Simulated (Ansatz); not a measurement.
**P: how the free axis answers a strain**

P, Cmce, a = 3.323 Å, b = 10.192 Å, c = 4.167 Å. Ansatz: PBE+D3(BJ), PAW, 420 eV, Γ-centred 10×4×8 mesh on 8 atoms, Gaussian smearing 0.10 eV; no spin polarisation. Series: biaxial strain in the a-b plane, c and atoms relaxed; x is the strain in per cent. y is the change of c in per cent of 4.167 Å.

```
x (%) y (%)
 -6.0      ?
 -4.0   3.83
 -2.0   1.80
  0.0   0.00
  2.0  -2.05
  4.0  -4.04
  6.0  -5.70
```

Question: Fit y = c1 x + c2 x² to the other rows, say what c1 measures, and predict the missing y.

Answer: Least squares on the rows shown. y = −0.9632 x − 0.0008207 x². With no stress along c, c1 = −(C13 + C23)/C33 = -0.963. With a term in x³ added, the coefficient of x becomes -1.009, 5 % more, which shows how far this figure hangs on the form. At x = -6.0 the fit asked for gives 5.75 %. The run gave 5.35 %, so the fit is 0.40 % too high, 3.6 % of the span of the series, against an rms of 0.12 % on the fitted rows. The row lies outside the fitted range. With a term in x³ added, a fit to the same known rows predicts 5.29 %, so most of the miss is curvature that the known rows already hold.